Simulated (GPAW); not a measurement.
Set up this calculation in GPAW 26.7.0, as an ASE script.

```
Task                : relaxation of cell and atoms
Functional          : revPBE
Dispersion          : D4
Potentials or basis : the program's PAW data sets (release 1.2.1) made for this functional
Cutoff              : 800 eV
Basis               : pw
k mesh              : 9 × 9 × 9
Occupations         : fermi-dirac, width 0.05 eV
Spin                : no spin polarisation
Maxiter             : 150
Optimizer           : BFGS
Fmax                : 0.02 eV/Å
Max steps           : 40
Convergence         : density=1e-05 forces=0.0001
```

The system is SrO.

```
Sr O
1.0
     0.00000    2.56630    2.56630
     2.56630    0.00000    2.56630
     2.56630    2.56630    0.00000
Sr O
1 1
Direct
  0.50000 0.50000 0.50000
  0.00000 0.00000 0.00000
```

One way to write it, as run:

run.py

```python
from ase import Atoms
from ase.calculators.mixing import SumCalculator
from ase.filters import FrechetCellFilter
from ase.io import write
from ase.optimize import BFGS
from dftd4.ase import DFTD4
from gpaw import GPAW, PW

atoms = Atoms(['Sr', 'O'],
              cell=[[0.0, 2.5663, 2.5663],
                    [2.5663, 0.0, 2.5663],
                    [2.5663, 2.5663, 0.0]],
              scaled_positions=[[0.5, 0.5, 0.5],
                                [0.0, 0.0, 0.0]],
              pbc=True)

calc = GPAW(mode=PW(800),
            xc='revPBE',
            kpts={'size': (9, 9, 9), 'gamma': True},
            occupations={'name': 'fermi-dirac', 'width': 0.05},
            nbands=16,
            convergence={'density': 1e-05, 'forces': 0.0001},
            maxiter=150,
            txt='gpaw.txt')
atoms.calc = SumCalculator([calc, DFTD4(method='revpbe')])
opt = BFGS(FrechetCellFilter(atoms), trajectory='relax.traj', logfile='-')
done = opt.run(fmax=0.02, steps=40)
calc.write('gs.gpw')
write('result.traj', atoms)
print('Converged:', done)
print('Cell:', atoms.cell.cellpar().round(4))
print('Volume:', round(atoms.get_volume(), 4))
print(atoms.get_scaled_positions().round(5))
```

Potentials or basis: the program's PAW data sets (release 1.2.1) made for this functional, pw.

Run with:

```bash
$ OMP_NUM_THREADS=1 python run.py
```

It gave:

| Item | Value |
| --- | --- |
| Relaxed volume | 17.48 Å³/atom |
| Relaxed cell | a = 3.670 Å, b = 3.670 Å, c = 3.670 Å, α = 60.00°, β = 60.00°, γ = 60.00° |
| Space group after relaxing (to 0.05 Å) | Fm-3m (No. 225) |
| Energy gained by relaxing | 5.8 meV/atom |
| Ionic steps | 3 |
| Pressure after relaxing | 0.1 GPa |
| Band gap on the k mesh | 3.52 eV, indirect (least direct gap 3.62 eV) |
| Dispersion energy per atom | -0.265 eV |

Caveat: later steps reuse the first step's grids; an odd mesh through Γ misses points on the zone boundary, where band edges often lie.

It took 120 s on 1 thread of Arm Neoverse V1, with other jobs on the host, peak memory 0.25 GiB.
